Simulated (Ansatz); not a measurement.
**ZnSe: the cell at several levels of theory**

The task here is to estimate one member of a computed series from the others.

The runs shown are made with Ansatz 0.2.0. PAW datasets, plane waves, zero pressure. The values are computed, spin-unpolarised, and not measurements.

### The system as given

Space group F-43m (No. 216), cubic; conventional cell a = 5.668 Å, 22.76 Å³ an atom. Near Zn stand 4 Se at 2.45 Å; near Se stand 4 Zn at 2.45 Å.

The structure in full:

```xyz
2
Lattice="0.0000 2.8338 2.8338 2.8338 0.0000 2.8338 2.8338 2.8338 0.0000" Properties=species:S:1:pos:R:3 pbc="T T T"
Zn    0.0000    0.0000    0.0000
Se    1.4169    1.4169    1.4169
```

Set-up of the first run:

input.yaml

```yaml
crystal:
  lattice:
    - [0.0, 2.8338, 2.8338]
    - [2.8338, 0.0, 2.8338]
    - [2.8338, 2.8338, 0.0]
  atoms:
    - { symbol: Zn, position: [0.0, 0.0, 0.0] }
    - { symbol: Se, position: [0.25, 0.25, 0.25] }
kpoints:
  mp_grid: { grid: [8, 8, 8] }
hamiltonian:
  xc: pbe
scf:
  occupations: { method: fermi_dirac, width: 0.02 }
relax:
  f_tol: 0.005
  cell: {}
output:
  write_density: true
  write_potential: true
  elf: true
  volumetric_format: npy
```

Started as:

```console
ansatz run input.yaml --threads 2 --pin off --max-ram 4608MiB --backend cpu --events-out ev --progress --plain --runs-dir out
```

Steps of the session up to this table: PBE: cell and atoms; r2SCAN: cell and atoms; Relaxation with PBEsol; LDA: cell and atoms; HSE06: cell and atoms.

One table of the session follows, with a row left open; its other results are not shown here.

| level | a (Å) | volume (Å³/atom) |
| --- | --- | --- |
| PBE | ? | ? |
| r2SCAN | 5.665 | 22.723 |
| PBEsol | 5.634 | 22.349 |
| LDA | 5.568 | 21.575 |
| HSE06 | 5.701 | 23.163 |

Q: Estimate the row for PBE from the others.

The run gave: a (Å): 5.732; volume (Å³/atom): 23.539. In the column «a (Å)» it is the highest.

In words: From the start to the first minimum the volume moved by +3.4 %. LDA gives the smallest cell and PBE the largest; they differ by 9.1 % in volume, a mean of 2.9 % in length. A measured a is 5.6685 Å (300 K; a printed reference work, data compilation); the misses are PBE +1.1 %, r2SCAN -0.1 %, PBEsol -0.6 %, LDA -1.8 %, HSE06 +0.6 %. The calculation is for a static lattice, without the thermal expansion and zero-point motion that a deposited cell holds. The meshes differ: PBE 8×8×8, r2SCAN 8×8×8, PBEsol 8×8×8, LDA 8×8×8, HSE06 6×6×6.

**Measured values.**

A printed reference work, data compilation reports, for a bulk crystal of ZnSe at 300 K: lattice constant a 5.6685 ± 0.0004 Å.
